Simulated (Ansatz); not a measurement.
# CuI: how the settings move a single-point run

How sensitive is a single-point run of CuI to its settings? A reference run comes first, then one run with altered input.

The COD entry's cell or inner coordinates are ideal or old and differ from later refinements, so a difference from it is no clean test against experiment.

Computed with Ansatz 0.2.0 (reference: DFT, PBEsol, PAW with Ansatz's default frozen-core files, scalar-relativistic, unless a step's input says otherwise).

1 further run of the same task is left out (it didn't finish). Runs told in other sessions of the task aren't counted.

## (1) The system as given

Symmetry: F-43m, No. 216, cubic system. The conventional cell has a = 6.063 Å, b = 6.063 Å, c = 6.063 Å, α = 90.00°, β = 90.00°, γ = 90.00°. Cu (site symmetry -43m) has 4 I at 2.63 Å in its first shell of neighbours. I (site symmetry -43m) has 4 Cu at 2.63 Å in its first shell of neighbours.

Coordinates:

```xyz
2
Lattice="0.0000 3.0315 3.0315 3.0315 0.0000 3.0315 3.0315 3.0315 0.0000" Properties=species:S:1:pos:R:3 pbc="T T T"
Cu    4.5473    4.5473    4.5473
I     0.0000    0.0000    0.0000
```

## (2) Baseline

Contents of input.yaml:

```yaml
crystal:
  lattice:
    - [0.0, 3.0315, 3.0315]
    - [3.0315, 0.0, 3.0315]
    - [3.0315, 3.0315, 0.0]
  atoms:
    - { symbol: Cu, position: [0.75, 0.75, 0.75] }
    - { symbol: I, position: [0.0, 0.0, 0.0] }
kpoints:
  mp_grid: { grid: [9, 9, 9] }
  band_path:
    path:
      - [0.0, 0.0, 0.0]
      - [-0.5, -0.5, 0.0]
      - [-0.375, -0.375, 0.25]
      - [-0.375, 0.0, 0.375]
      - [0.0, 0.0, 0.0]
      - [0.0, 0.0, 0.5]
      - [-0.5, -0.25, 0.25]
      - [-0.5, -0.5, 0.0]
    npoints: 5
scf:
  occupations: { method: fermi_dirac, width: 0.03 }
hamiltonian:
  xc: pbesol
  pseudopotentials: { kind: paw }
output:
  forces: true
  stress: true
  eigenvalues: true
  efg: { contact_densities: true }
```

Command:

```
$ ansatz run input.yaml --threads 1 --pin off --max-ram 2048MiB --backend cpu --events-out ev --progress --plain --runs-dir out
```

## (3) Variant: dispersion d4

input.yaml: that of step 2 with these lines changed.

```diff
@@ -26,2 +26,3 @@
   pseudopotentials: { kind: paw }
+  dispersion: d4
 output:
```

What does the calculation give? Wanted: for each run, ending; energy change; pressure; gap; force.

The runs gave:

```
             run     ending                                     energy change  pressure (GPa)  gap (eV)  force (eV/Å)  cycles   time
       reference  converged                                                 0            -2.6      1.01          0.00       6  9.7 s
1: dispersion d4  converged  -214.6 meV/atom (offset of the dispersion model)            -3.7      1.01          0.00       6   14 s
```

Residual by cycle in the longest SCF loop of each run; runs are numbered as in the table. The quantity is the density residual dr2, in eV.

```
cycle  reference   run 1
    1     0.0203  0.0203
    2     0.0364  0.0364
    3     9.9e-4  9.9e-4
    4     4.5e-5  4.5e-5
    5     3.0e-7  3.0e-7
    6     3.6e-8  3.6e-8
```

**Reading.** The energy moves by -214.6 meV/atom, nearly all of it the dispersion term itself (-214.6 meV/atom); that offset belongs to the model and is no gain or loss of stability; the pressure goes from -2.6 to -3.7 GPa. The gap of the reference lacks spin-orbit coupling, though the cell holds I.
